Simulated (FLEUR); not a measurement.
# SnSe (Fm-3m) in FLEUR: notebook, part 2 of 2

FLEUR MaX-R8.1 (later development tree). The steps go on from the part before.

## Step 3: Equation of state, LDA, 25.63 Å³/atom (volume scaled by 0.94)

Changes to inp.xml since step 2:

```diff
@@ -7,8 +7,5 @@
       <cutoffs Kmax="4.1" Gmax="12.7" GmaxXC="12.7" numbands="0"/>
-      <scfLoop itmax="80" minDistance="0.0001" maxIterBroyd="30" imix="Anderson" alpha="0.05" precondParam="0.0" spinf="2.0" sdNocoIR="T"/>
-      <coreElectrons ctail="F" frcor="F" kcrel="0" coretail_lmax="0"/>
-      <xcFunctional name="LibXC" relativisticCorrections="F">
-         <LibXCName exchange="mgga_x_r2scan" correlation="mgga_c_r2scan"/>
-         <AuxGGA exchange="117" correlation="130"/>
-      </xcFunctional>
+      <scfLoop itmax="60" minDistance="0.00001" maxIterBroyd="15" imix="Anderson" alpha="0.05" precondParam="0.0" spinf="2.0" sdNocoIR="T"/>
+      <coreElectrons ctail="T" frcor="F" kcrel="0" coretail_lmax="0"/>
+      <xcFunctional name="vwn" relativisticCorrections="F"/>
       <magnetism jspins="1"/>
@@ -27,3 +24,3 @@
       <xi:include xmlns:xi="http://www.w3.org/2001/XInclude" href="sym.xml"> </xi:include>
-      <bulkLattice scale="1.0">
+      <bulkLattice scale="0.9795861087">
          <bravaisMatrix>
@@ -37,3 +34,3 @@
       <species name="Tin (Sn)" element="Sn" atomicNumber="50">
-         <mtSphere radius="2.66" gridPoints="879" logIncrement="0.015"/>
+         <mtSphere radius="2.63" gridPoints="879" logIncrement="0.015"/>
          <atomicCutoffs lmax="10" lnonsphr="10"/>
@@ -53,3 +50,3 @@
       <species name="Selenium (Se)" element="Se" atomicNumber="34">
-         <mtSphere radius="2.56" gridPoints="847" logIncrement="0.015"/>
+         <mtSphere radius="2.48" gridPoints="847" logIncrement="0.015"/>
          <atomicCutoffs lmax="10" lnonsphr="10"/>
```

Potentials or basis: all-electron, FLAPW.

Command:

```console
$ inpgen -f crystal.txt -profile fastHighL
$ # inp.xml edited to the form shown
$ fleur_MPI
```

Standard output:

```text
Welcome to FLEUR        (www.flapw.de)
      MaX-Release 8.1          (www.max-centre.eu)

 ========== k-point set info ==========
 Selected k-point list: default-1
 k-point list type: mesh
 8 x 8 x 8
 Number of k points: 29

 ------------Calculation Setup---------------------------
 Number of MPI-tasks      :            1
 Number of PE/node        :            1
 Number of OMP-threads    :            1
 Most efficient MPI parallelization for:
           1          29
 Additional eigenvalue parallelization possible
 Number of basis functions:          485
 Approximate size of matrices (H+S) per k-point:         0.004 GB
 --------------------------------------------------------
 Iteration:     1   Distance:       4.83900512 me/bohr^3
 Iteration:     2   Distance:       4.38497380 me/bohr^3
 Iteration:     3   Distance:       2.28503357 me/bohr^3
 Iteration:     4   Distance:       0.90190740 me/bohr^3
 Iteration:     5   Distance:       0.66650295 me/bohr^3
 Iteration:     6   Distance:       0.07468282 me/bohr^3
 Iteration:     7   Distance:       0.06638954 me/bohr^3
 Iteration:     8   Distance:       0.02072279 me/bohr^3
 Iteration:     9   Distance:       0.00277967 me/bohr^3
 Iteration:    10   Distance:       0.00266677 me/bohr^3
 Iteration:    11   Distance:       0.00022078 me/bohr^3
 Iteration:    12   Distance:       0.00002980 me/bohr^3
 Iteration:    13   Distance:       0.00002029 me/bohr^3
 Iteration:    14   Distance:       0.00000172 me/bohr^3

 ********************************************************************
 Run finished successfully
 Stop message:
   all done
 ********************************************************************
```

out.xml (last iteration):

```text
<iteration numberForCurrentRun="   14" overallNumber="   14">
         <energyParameters units="Htr">
            <atomicEP atomType="1" spin="1" branch="5s" branchLowest="-4.50" branchHighest="0.66" value="-0.0339726101"/>
            <atomicEP atomType="1" spin="1" branch="5p" branchLowest="-2.87" branchHighest="1.28" value="0.1906478588"/>
            <atomicEP atomType="1" spin="1" branch="4d" branchLowest="-16.98" branchHighest="-0.51" value="-0.5268777017"/>
            <atomicEP atomType="1" spin="1" branch="4f" branchLowest="-9.99" branchHighest="1.78" value="0.5472616280"/>
            <loAtomicEP atomType="1" spin="1" branch="4s" branchLowest="-30.58" branchHighest="-4.50" value="-4.4977111492"/>
            <loAtomicEP atomType="1" spin="1" branch="4p" branchLowest="-25.23" branchHighest="-2.87" value="-2.8859952698"/>
            <loAtomicEP atomType="1" spin="1" branch="4p" branchLowest="-25.23" branchHighest="-2.87" value="-2.8859952698"/>
            <loAtomicEP atomType="1" spin="1" branch="4d" branchLowest="-16.98" branchHighest="-0.51" value="-0.5396786973"/>
            <loAtomicEP atomType="1" spin="1" branch="4f" branchLowest="-9.99" branchHighest="1.78" value="0.5472630703"/>
[... 109 lines left out ...]
            <FockExchangeEnergyValence value="0.0000000000"/>
            <FockExchangeEnergyCore value="0.0000000000"/>
            <atomTypeDependentContributions atomType="1">
               <electronNucleiInteractionDifferentMTs value="7481.8976780120"/>
               <MadelungTerm value="-23.5054893249"/>
            </atomTypeDependentContributions>
            <atomTypeDependentContributions atomType="2">
               <electronNucleiInteractionDifferentMTs value="2925.8480336708"/>
               <MadelungTerm value="-13.3956884503"/>
            </atomTypeDependentContributions>
            <tkbTimesEntropy value="0.0000013541"/>
            <freeEnergy value="-8600.9257864183"/>
            <extrapolationTo0K value="-8600.9257857413"/>
         </totalEnergy>
         <densityConvergence units="me/bohr^3">
            <chargeDensity spin="1" distance="0.0000017243"/>
         </densityConvergence>
      </iteration>
```

Wall time 26 s (1 thread of Intel Xeon 6975P-C (Granite Rapids), shared host); peak memory 0.06 GiB.

What came out:

- Free energy: -234043.1136 eV
- Band gap on the k mesh: 0.78 eV, indirect (least direct gap 0.89 eV)
- Valence electrons inside the program's atomic spheres: Sn 20.09; Se 14.69 (radii Sn 2.63, Se 2.48 bohr)

Caveat: spin-orbit coupling is left out, which moves the levels of the heavy elements.

## Step 4: Equation of state, LDA, 26.18 Å³/atom (volume scaled by 0.96)

Changes to inp.xml since step 3:

```diff
@@ -24,3 +24,3 @@
       <xi:include xmlns:xi="http://www.w3.org/2001/XInclude" href="sym.xml"> </xi:include>
-      <bulkLattice scale="0.9795861087">
+      <bulkLattice scale="0.9864848297">
          <bravaisMatrix>
```

Command:

```console
$ inpgen -f crystal.txt -profile fastHighL
$ # inp.xml edited to the form shown
$ fleur_MPI
```

It took 30 s on 1 thread of Intel Xeon 6975P-C (Granite Rapids), shared host; peak memory 0.06 GiB.

The run converged. Its results:

| Quantity | Value |
| --- | --- |
| Free energy | -234043.1084 eV |
| Band gap on the k mesh | 0.75 eV, indirect (least direct gap 0.79 eV) |
| Valence electrons inside the program's atomic spheres | Sn 20.07; Se 14.68 (radii Sn 2.63, Se 2.48 bohr) |

Caveat: spin-orbit coupling is left out, which moves the levels of the heavy elements.

## Step 5: Equation of state, LDA, 27.27 Å³/atom

Changes to inp.xml since step 4:

```diff
@@ -24,3 +24,3 @@
       <xi:include xmlns:xi="http://www.w3.org/2001/XInclude" href="sym.xml"> </xi:include>
-      <bulkLattice scale="0.9864848297">
+      <bulkLattice scale="1.0000000000">
          <bravaisMatrix>
```

Command:

```console
$ inpgen -f crystal.txt -profile fastHighL
$ # inp.xml edited to the form shown
$ fleur_MPI
```

It took 28 s on 1 thread of Intel Xeon 6975P-C (Granite Rapids), shared host; peak memory 0.06 GiB.

The run converged. Its results:

| Quantity | Value |
| --- | --- |
| Free energy | -234043.0757 eV |
| Band gap on the k mesh | 0.61 eV, direct |
| Valence electrons inside the program's atomic spheres | Sn 20.03; Se 14.65 (radii Sn 2.63, Se 2.48 bohr) |

Caveat: spin-orbit coupling is left out, which moves the levels of the heavy elements.

## Step 6: Equation of state, LDA, 28.36 Å³/atom (volume scaled by 1.04)

Changes to inp.xml since step 5:

```diff
@@ -24,3 +24,3 @@
       <xi:include xmlns:xi="http://www.w3.org/2001/XInclude" href="sym.xml"> </xi:include>
-      <bulkLattice scale="1.0000000000">
+      <bulkLattice scale="1.0131594038">
          <bravaisMatrix>
```

Potentials or basis: all-electron, FLAPW.

Command:

```console
$ inpgen -f crystal.txt -profile fastHighL
$ # inp.xml edited to the form shown
$ fleur_MPI
```

Wall time 29 s (1 thread of Intel Xeon 6975P-C (Granite Rapids), shared host); peak memory 0.07 GiB.

Results (log left out):

* Free energy: -234043.0183 eV
* Band gap on the k mesh: 0.45 eV, direct
* Valence electrons inside the program's atomic spheres: Sn 20.00; Se 14.63 (radii Sn 2.63, Se 2.48 bohr)

Caveat: spin-orbit coupling is left out, which moves the levels of the heavy elements.

## Step 7: Equation of state, LDA, 28.91 Å³/atom (volume scaled by 1.06)

Changes to inp.xml since step 6:

```diff
@@ -24,3 +24,3 @@
       <xi:include xmlns:xi="http://www.w3.org/2001/XInclude" href="sym.xml"> </xi:include>
-      <bulkLattice scale="1.0131594038">
+      <bulkLattice scale="1.0196128224">
          <bravaisMatrix>
```

Command:

```console
$ inpgen -f crystal.txt -profile fastHighL
$ # inp.xml edited to the form shown
$ fleur_MPI
```

It took 29 s on 1 thread of Intel Xeon 6975P-C (Granite Rapids), shared host; peak memory 0.06 GiB.

Results (log left out):

```
Free energy                                           : -234042.9819 eV
Band gap on the k mesh                                : 0.38 eV, direct
Valence electrons inside the program's atomic spheres : Sn 19.99; Se 14.62 (radii Sn 2.63, Se 2.48 bohr)
```

Caveat: spin-orbit coupling is left out, which moves the levels of the heavy elements.

## Step 8: Equation of state, LDA

This step only gathers the single runs of the series.

What came out:

- Equilibrium volume: 25.57 Å³/atom (rough: see the caveat)
- Bulk modulus: 60 GPa (rough)

Energy against volume, from the lowest point:
```csv
volume (Å³/atom),energy (meV/atom)
25.635,0.00
26.180,2.60
27.271,18.99
28.362,47.67
28.907,65.87
```

Caveat: the minimum lies outside the volumes run.
